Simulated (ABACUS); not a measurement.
Runs of ABACUS 3.10.1 on GaN. It takes space group F-43m (No. 216, cubic). The conventional cell has a = 4.507 Å, b = 4.507 Å, c = 4.507 Å, α = 90.00°, β = 90.00°, γ = 90.00°. Ga (site symmetry -43m) is surrounded by 4 N at 1.95 Å. Around N (site symmetry -43m) lie 4 Ga at 1.95 Å. The cell is a database's computed one.

```csv
level,V0 of scaled cells (Å³/atom),B0 (GPa)
PBE,11.79,172
TPSS,11.71,179
PBEsol,(a),(d)
LDA,11.18,(c)
WC,(b),185
RPBE,12.05,162
SCAN,11.31,191
```

Alike in all rows: task equation of state; potentials or basis SG15 ONCV 1.2 PBE, plane waves; no spin polarisation; cell as given; k mesh 7 × 7 × 7; cutoff (eV) 1143; smearing fermi-dirac 0.05 eV.

Fill in the values left out.

(a) 11.46; (b) 11.48; (c) 196; (d) 186.

Caveats: the potentials were made for another functional, which shifts forces and pressure (some runs).
